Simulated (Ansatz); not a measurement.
# As (puckered monolayer type, one sheet): optics inputs, tried as typed

Which of these optics inputs for As (puckered monolayer type, one sheet) end well? Each is run as it stands.

Computed with Ansatz 0.2.0 (plane waves, PAW; the settings change from run to run, as each input shows, unless a step's input says otherwise).

1 further run of the same task is left out (it didn't finish).

## (1) The starting structure

The structure is orthorhombic, space group Pmna (No. 53). The conventional cell has a = 3.634 Å, b = 28.270 Å, c = 4.807 Å, α = 90.00°, β = 90.00°, γ = 90.00°. As (site symmetry m) has 3 As at 2.47 Å as nearest neighbours.

Structure file:

```xyz
4
Lattice="4.8073 0.0000 0.0000 0.0000 3.6339 0.0000 0.0000 0.0000 28.2704" Properties=species:S:1:pos:R:3 pbc="T T T"
As    0.3655    0.0000   10.6786
As    2.0381    1.8169   10.6786
As    2.7692    1.8169    8.3214
As    4.4418    0.0000    8.3214
```

Cell and atoms come from an earlier r2SCAN relaxation. The cell holds one sheet and vacuum, and is periodic in the plane alone; ε, where given, is a mean over the whole height of the cell, so ε₂ and ε₁ − 1 scale inversely with that height and aren't the sheet's own values.

For scale, an earlier run with the standard settings (PBE, 4×6×1, gaussian width 0.1 eV, scissors 0 eV) gave ε∞ 4.62, 3.99, 2.36 (xx, yy, zz); tallest peak of ε₂: 6.9 at 3.75 eV.

## (2) Input 1

File input.yaml:

```yaml
crystal:
  lattice:
    - [4.8073445447, 0.0, 0.0]
    - [0.0, 3.6338992125, 0.0]
    - [0.0, 0.0, 28.2703730404]
  atoms:
    - { symbol: As, position: [0.0760356201, 0.0, 0.3777315117] }
    - { symbol: As, position: [0.4239643799, 0.5, 0.3777315117] }
    - { symbol: As, position: [0.5760356201, 0.5, 0.2943501751] }
    - { symbol: As, position: [0.9239643799, 0.0, 0.2943501751] }
  periodic: [true, true, false]
kpoints:
  mp_grid: { grid: [4, 6, 1] }
hamiltonian:
  xc: pbe
scf:
  occupations: { method: fixed }
output:
  optics:
    e_range: [0.5, 30]
    de: 0.05
    sigma: 0.15
    scissors: 0
    scheme: fermi_dirac
    bands: { spectra_wanted_up_to: 30 }
  write_density: true
  write_potential: true
  elf: true
  volumetric_format: npy
```

The run is started by

```sh
$ ansatz run input.yaml --threads 2 --pin off --max-ram 20275MiB --backend cpu --events-out ev --progress --plain --runs-dir out
```

Log:

```text
Engine: ansatz 0.2.0, x86_64-unknown-linux-gnu
Pseudopotentials: kind: paw
Pseudopotential: As, paw, valence charge 15, recommended cutoff 420 eV (normal), As.paw.azcp
Functional definition: PBE
  parameter kappa = 0.804
  parameter beta = 0.06672455060314922
  exchange = pbe_x(kappa = kappa, mu = beta*pi^2/3)
  correlation = pbe_c(beta = beta)
Crystal: 4 atoms, lattice volume = 493.867 Å³
Basis set: ecut = 420 eV, 9579 PW (Γ)
Bands: 36, of which v1, the nominal top of the filled ones, is band 30 counted from 1 (29 counted from 0)
Symmetry: 8 space group operations
Space group: Pmna (ITA 53), of the structure as read, at distance tolerance 7.9e-5 Å
k-points: 12 of 24
Non-local potential: As, projectors of the file, l = 0: 2, l = 1: 2, l = 2: 3, l = 3: 1
PAW form: soft (Blöchl's): semilocal exchange-correlation on the pseudo side does not see the compensation charge
PAW one-centre angular grid: As, 590 points (default); XC on 64 Gauss nodes
Initial density: superposition of atomic densities (neutral atoms: chi_scale 0, normalization atom), corrected by the library's trained network
Initial wavefunctions: pseudopotential atomic-orbital guess
Functional: x = pbe(κ = 0.804, μ = 0.2195149727645171), c = pbe(β = 0.06672455060314922)
SCF iter   1: F=—  HF=-19424.366347 eV  |F-HF|=—  |Δ(HF+E_count)|=         —  Δρ=9.01e-4  dr2=8.17e-3  ethr=1.77e-3  ⟨swp⟩=6.6  Hψ=1602  notcnv=0  defer=45
preconditioner: auto → Resta (q_TF=auto, 1.920 Å⁻¹)  ε∞=1.7  [insulator: Δε(μ)=0.923 eV  Ē_g=8.967 eV  n_scr=56 (ndim 8)  ℏωp=7.5 eV  f_vac=0.775  ε∞_Penn≈1.7  vacuum switching on, ρ_ref=5.8e-3 e/Å³]
SCF iter   2: F=—  HF=-19424.363778 eV  |F-HF|=—  |Δ(HF+E_count)|=   2.57e-3  Δρ=3.69e-4  dr2=4.83e-4  ethr=1.36e-5  ⟨swp⟩=5.0  Hψ=1205  notcnv=0  defer=48
SCF iter   3: F=—  HF=-19424.364483 eV  |F-HF|=—  |Δ(HF+E_count)|=   7.05e-4  Δρ=1.89e-4  dr2=9.98e-5  ethr=8.05e-7  ⟨swp⟩=2.9  Hψ=578  notcnv=0  defer=48
SCF iter   4: F=—  HF=-19424.364783 eV  |F-HF|=—  |Δ(HF+E_count)|=   3.00e-4  Δρ=8.18e-5  dr2=1.98e-5  ethr=1.66e-7  ⟨swp⟩=2.5  Hψ=567  notcnv=0  defer=48
SCF iter   5: F=—  HF=-19424.364857 eV  |F-HF|=—  |Δ(HF+E_count)|=   7.36e-5  Δρ=1.87e-5  dr2=1.04e-6  ethr=3.31e-8  ⟨swp⟩=2.8  Hψ=588  notcnv=0  defer=48
SCF iter   6: F=—  HF=-19424.364857 eV  |F-HF|=—  |Δ(HF+E_count)|=   3.24e-7  Δρ=2.30e-6  dr2=1.91e-8  ethr=1.74e-9  ⟨swp⟩=3.1  Hψ=634  notcnv=0  defer=48
SCF iter   7: F=—  HF=-19424.364857 eV  |F-HF|=—  |Δ(HF+E_count)|=   9.46e-8  Δρ=1.89e-7  dr2=1.39e-10  ethr=3.19e-11  ⟨swp⟩=3.3  Hψ=902  notcnv=0  defer=48
SCF iter   8: F=—  HF=-19424.364857 eV  |F-HF|=—  |Δ(HF+E_count)|=  2.98e-10  Δρ=3.32e-8  dr2=5.34e-12  ethr=1.00e-12  ⟨swp⟩=17.9  Hψ=2464  notcnv=0
SCF iter   9: F=-19424.364857 eV  HF=-19424.364857 eV  |F-HF|=5.82e-11  |Δ(HF+E_count)|=  8.00e-11  Δρ=1.34e-8  dr2=8.15e-13  ethr=1.00e-12  ⟨swp⟩=3.0  Hψ=1108  notcnv=0
SCF 1 converged in 9 iterations: F = -19424.364857 eV  dr2 = 8.15e-13
NSCF: frozen V_eff on 12 k-points
Optics k sum: 0 of 12 k-points
[...]
NSCF: frozen V_eff on 1 k-points
NSCF: frozen V_eff on 1 k-points
NSCF: frozen V_eff on 1 k-points
NSCF: frozen V_eff on 1 k-points
WARN: The output density's exchange-correlation potential varies sharply where the density is thin. Do not read a vacuum level from v_tot or v_xc, or from such a field of the output density. On a cell that repeats whose density bears no net charge and no dipole along the vacuum's axis use v_es (v_loc + v_h of the components); under efield.dipole_correction with no amplitude use v_es + v_field, which holds any external_charges[].barrier, or the levels of the report's work_function block, which leave it out; under a non-zero efield.amplitude the vacuum is tilted and has no level; on a cell that repeats and bears such a dipole with no correction it is tilted too, and efield.dipole_correction with no amplitude gives each side of its ramp a level where efield: is served; in a cell that repeats whose density bears a net charge (total_charge, or a fill off its count) it is curved and has none; of a slab under crystal.periodic whose density bears no net charge use v_es, which has a level on each side, short of where the two are joined; of another it falls or rises all the way out and has none; of a slab beside external_charges read slab_vacuum_level instead, which it has where they leave it neutral. The grid or the basis barely resolves most such structure, and the values can differ between equally converged runs; as a rule a tighter scf.convergence.dr2_threshold does not remove it. Where the density itself ripples (under the LDA too) a higher basis.ecutwfc lessens it. The files hold the spikes' plane waves up to the density's cutoff. Files: v_tot_of_output_density and the like, and their columns of v_z.tsv (output.write_potential); v_xc_of_output_density and the like, and their columns of v_comp_z.tsv (output.write_potential_components). Measured: with its Gaussian average of σ = 0.25 Å subtracted twice, the exchange-correlation potential is over 0.1 eV at 1190 of the grid points where the equally averaged density (valence and model cores) is under 1e-3 e/Å³, and 0.620 eV at the most among them, at an averaged density of 1.3e-4 e/Å³. The input density's (outcome.potential() and, of a run that writes arrays, v_tot and v_xc) is over 0.1 eV, so measured, at 1190 points of its own thin density, 0.620 eV at the most. See output.write_potential in the manual, Limitations
output.optics: what the bands over the 317 summed would add to eps1, eps2 and the energy-loss function is held between a lower and an upper bound (3 Lanczos steps). eps1, eps2 and their loss function (loss_summed_bands) are given on every row as the summed bands alone make them. Along an axis, on a row where the two bounds hold the loss function to about 1 % of the greater of itself and 0.5 % of |1/eps|, its cell (loss_completed) is given, with the completed eps1 and eps2 that it is formed of (a cell that is left empty reads nan in the table and null in the record). The two bounds hold it so along every axis on all 591 rows up to 30.000 eV. The run works to bound the rows up to 30.000 eV and no higher ones: a peak of the loss function over that energy may be left empty with no warning. To have the run work for it, set output.optics.bands.spectra_wanted_up_to to a higher energy. perfect_screening_sum, loss_f_sum_n_eff and, beside carriers, perfect_screening_limit are those of loss_summed_bands: over the bounded function the two sums would run over rows that are not all bounded, and lack what the bands left out lay past the top of the energy grid. Bounded is said of the bands left out alone, which are those that the basis at basis.ecutwfc holds: it says nothing of that cutoff, of the k-point mesh, of what the sum inside its cells errs by (eps2_relative_error), of the factors of all_electron_strengths, nor of how far the SCF is converged. The bands left out are taken at the k-points, and what their mean over the points' cells stands off that by is in neither bound: the run's estimate of it, which the test of a row counts in, is 0.01 % of |eps| at the most among the values given; where the mean stood off by over 0.5 % the points' spread read 0.1 to 3 times that
SCF converged after 9 iterations
Free energy (F): -19424.364857 eV
Harris-Foulkes:  -19424.364857 eV  (|F-HF|=5.82e-11)
Internal energy: -19424.364857 eV  (E = F + TS)
E sigma→0 (E₀):  -19424.364857 eV
Fermi energy:    -4.720340 eV
--- Per-component energies (eV) ---
  E_band       = -1818.908421
  E_kinetic    = 409.631757
  E_local      = -111967.087462  (includes V_loc(G=0)·N_el)
  E_nonlocal   = -2682.580235
  E_hartree    = 55902.593567
  E_xc         = -315.954989
  E_vxc        = -315.377669  (∫ρ·V_xc dr)
  E_paw        = -7338.774347  (= ΣΔE_a)
  E_vpaw       = 931.317994  (= ΣTr[D̂ρ^β])
  E_aug_tail   = 0.000026  (compensation charges beyond the density's cutoff)
  E_ewald      = 46567.806825
  E_smearing   = -0.000000  (= −TS)
  E_closure    = 0.000000  (closes the sum)
  Σ components = -19424.364857   (vs F -19424.364857, Δ=0.00e0)
--- Band table (eV; the first three rows and the last of 12) ---
  k-point 0: bands = ["-40.3636", "-40.3567", "-40.3329", "-40.3164", "-40.3066", "-40.2642", "-40.2583", "-40.2575", "-40.2522", "-40.2320", "-40.2278", "-40.2247", "-40.2174", "-40.1997", "-40.1985", "-40.1918", "-40.1677", "-40.1661", "-40.1648", "-40.1537", "-18.7926", "-16.6776", "-13.9691", "-10.7488", "-9.3529", "-8.4046", "-7.3468", "-6.1579", "-5.7914", "-4.7203", "-3.7994", "-2.6047", "-2.1450", "-1.4245 (-1.4245°)", "-0.4199", "-0.2873"]
  k-point 1: bands = ["-40.3590", "-40.3493", "-40.3323", "-40.3120", "-40.3017", "-40.2656", "-40.2643", "-40.2602", "-40.2464", "-40.2419", "-40.2316", "-40.2262", "-40.2101", "-40.1978", "-40.1973", "-40.1955", "-40.1706", "-40.1687", "-40.1658", "-40.1546", "-18.5213", "-16.3879", "-14.2329", "-11.1638", "-9.1247", "-8.2518", "-8.1631", "-6.7122", "-6.0448", "-4.9121", "-3.5468", "-2.6941", "-1.2492 (-1.2491°)", "-0.8554 (-0.8554°)", "-0.5523", "-0.1125"]
  k-point 2: bands = ["-40.3472", "-40.3318", "-40.3285", "-40.3033", "-40.2900", "-40.2768", "-40.2698", "-40.2677", "-40.2614", "-40.2348", "-40.2312", "-40.2288", "-40.2102", "-40.1991", "-40.1967", "-40.1966", "-40.1804", "-40.1719", "-40.1640", "-40.1571", "-17.7311", "-15.5333", "-15.1687", "-12.5156", "-8.8260", "-8.5620", "-7.5386", "-7.1265", "-6.2547", "-5.5942", "-3.5995", "-3.0601", "-2.4654", "-2.1184", "-1.0150", "-0.0103"]
  k-point 11: bands = ["-40.3346", "-40.3346", "-40.3124", "-40.3124", "-40.2795", "-40.2795", "-40.2752", "-40.2752", "-40.2449", "-40.2449", "-40.2372", "-40.2372", "-40.2029", "-40.2029", "-40.2010", "-40.2010", "-40.1759", "-40.1759", "-40.1591", "-40.1591", "-16.2853", "-16.2853", "-14.2414", "-14.2414", "-9.1832", "-9.1832", "-8.6381", "-8.6381", "-5.9211", "-5.9211", "-2.1002", "-2.1002", "-0.5107", "-0.5107", "1.1425", "1.1425"]
  ° read free of the cell's end (the report's vacuum.weakly_bound_levels)
```

Run time: 2 min. Hardware: 2 threads of AMD EPYC 7R13 (Zen 3), shared host; peak memory 2.5 GiB.

optics.tsv begins:

```
# eps_inf(xx yy zz) = 4.718562 4.016089 2.366570
# eps_inf_bands = all
# eps_inf_summed_bands(xx yy zz) = 4.712546 4.010087 2.360562
# eps_inf_completed(xx yy zz) = 4.718562 4.016089 2.366570
# eps2_relative_error = 0.0020
# eps_inf_relative_error = 0.0039
# f_sum_n_eff(xx yy zz) = 25.717975 25.739479 25.707019 of n_electrons = 60.000000
# n_bands = 317
# n_bands_set_by = photon_energy
# valid_up_to_ev = 42.475783
# least_direct_gap_ev = 9.208951e-1 at k(fractional) = 0.000000 0.000000 0.000000, k_point = 0, channel = 0, bands = 29 30 (counted from 0)
```

The dielectric function from optics.tsv, one row in 14 (narrow peaks fall between the rows):

```tsv
E (eV)	ε₂ xx	ε₂ yy	ε₂ zz	ε₁ xx	ε₁ yy	ε₁ zz
0.50	0.19	0.00	0.00	5.14	4.09	2.37
1.20	2.78	0.10	0.00	4.71	4.60	2.45
1.90	1.79	0.66	0.05	3.14	5.74	2.64
2.60	2.09	4.47	0.23	3.85	6.87	2.73
3.30	3.33	6.54	0.29	3.30	1.94	3.12
4.00	4.65	4.38	1.13	0.92	-0.84	3.44
4.70	2.67	2.92	1.34	-0.26	-0.53	3.77
5.40	1.81	1.52	4.45	-0.33	-0.83	4.84
6.10	1.16	0.91	3.67	-0.03	-0.28	-1.72
6.80	0.95	0.76	1.40	0.12	0.05	-0.43
7.50	0.71	0.68	1.27	0.31	0.19	-0.46
8.20	0.83	0.53	0.61	0.43	0.21	-0.03
8.90	0.54	0.43	0.53	0.22	0.36	0.24
9.60	0.43	0.39	0.44	0.37	0.36	0.29
10.30	0.33	0.27	0.39	0.42	0.41	0.39
11.00	0.29	0.19	0.26	0.48	0.48	0.43
11.70	0.23	0.15	0.22	0.50	0.57	0.49
12.40	0.15	0.12	0.15	0.55	0.63	0.57
13.10	0.10	0.12	0.14	0.62	0.66	0.63
13.80	0.10	0.11	0.13	0.67	0.69	0.67
14.50	0.09	0.10	0.12	0.71	0.72	0.69
15.20	0.08	0.09	0.12	0.72	0.73	0.69
15.90	0.07	0.07	0.07	0.75	0.76	0.72
16.60	0.06	0.07	0.05	0.77	0.76	0.75
17.30	0.05	0.05	0.04	0.78	0.77	0.78
18.00	0.03	0.03	0.04	0.80	0.80	0.80
18.70	0.03	0.03	0.04	0.82	0.82	0.82
19.40	0.02	0.02	0.03	0.84	0.84	0.83
20.10	0.02	0.02	0.03	0.85	0.85	0.84
20.80	0.02	0.02	0.02	0.86	0.86	0.86
21.50	0.02	0.02	0.02	0.87	0.87	0.86
22.20	0.02	0.02	0.02	0.88	0.88	0.87
22.90	0.01	0.01	0.02	0.89	0.89	0.88
23.60	0.01	0.01	0.01	0.89	0.90	0.89
24.30	0.01	0.01	0.01	0.90	0.90	0.90
25.00	0.01	0.01	0.01	0.91	0.91	0.90
25.70	0.01	0.01	0.01	0.91	0.91	0.91
26.40	0.01	0.01	0.01	0.92	0.92	0.92
27.10	0.01	0.01	0.01	0.92	0.92	0.92
27.80	0.01	0.01	0.01	0.93	0.93	0.93
28.50	0.01	0.01	0.01	0.93	0.93	0.93
29.20	0.01	0.01	0.01	0.94	0.94	0.93
29.90	0.01	0.01	0.00	0.94	0.94	0.94
```

Tallest peaks of ε₂ (mean of the periodic axes): 1.5 at 1.35 eV, 5.1 at 3.15 eV, 5.2 at 3.70 eV.

[end of part 1 of 2]
